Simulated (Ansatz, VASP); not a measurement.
## One calculation of Cs, two programs

The input INCAR:

```
SYSTEM = Cs
  PREC = Accurate
  ENCUT = 520
  EDIFF = 1E-6
  ISMEAR = -1
  SIGMA = 0.05
  LREAL = .False.
  LASPH = .True.
  NELM = 60
  ALGO = Normal
  ISIF = 2
  LWAVE = .False.
  LCHARG = .True.
  GGA = CA
  LELF = .True.
  LVHAR = .True.
  NBANDS = 10
```

Contents of KPOINTS:

```
Automatic mesh
0
Gamma
  9 9 9
  0 0 0
```

The input POSCAR:

```
Cs
1.0
   -3.0527250000      3.0225000000      3.0225000000
    3.0225000000     -3.0527250000      3.0225000000
    3.0225000000      3.0225000000     -3.0527250000
Cs
1
Direct
    0.0000000000      0.0000000000      0.0000000000
```

Input for Ansatz:

```yaml
crystal:
  lattice:
    - [-3.052725, 3.0225, 3.0225]
    - [3.0225, -3.052725, 3.0225]
    - [3.0225, 3.0225, -3.052725]
  atoms:
    - { symbol: Cs, position: [0.0, 0.0, 0.0] }
kpoints:
  mp_grid: { grid: [9, 9, 9] }
  band_path:
    path:
      - [0.0, 0.0, 0.0]
      - [0.0, 0.0, 0.5]
      - [-0.5, 0.5, 0.5]
      - [-0.7524689983, 0.2475310017, 0.2475310017]
      - [0.2475310017, 0.2475310017, 0.2475310017]
      - [0.0, 0.0, 0.0]
      - [-0.5, 0.0, 0.5]
    npoints: 5
scf:
  occupations: { method: fermi_dirac, width: 0.05 }
hamiltonian:
  xc: lda
  pseudopotentials: { kind: all_electron, lapw: { basis_error: 0.001 } }
output:
  forces: true
  stress: true
  eigenvalues: true
```

Change from the starting cell: equal xy, yz and zx shear strains of -1 %.

Alike in both runs: task single point; functional LDA; k mesh 9 × 9 × 9; occupations fermi-dirac, width 0.05 eV; no spin polarisation.

```csv
,VASP,Ansatz
version,VASP 6.6.1,Ansatz 0.2.0
potentials or method,"VASP PAW LDA potentials, release 64 (Cs_sv)","all-electron LAPW, scalar-relativistic"
plane-wave cutoff (eV),520,see its input
```

```tsv
	VASP	Ansatz	Ansatz less VASP
pressure (GPa)	-0.3	-0.3	+0.01
```

Ansatz ran all-electron here, so the differences hold the error of VASP's frozen core and of both bases.

The runs have no spin-orbit coupling, so splittings on Cs are missing.
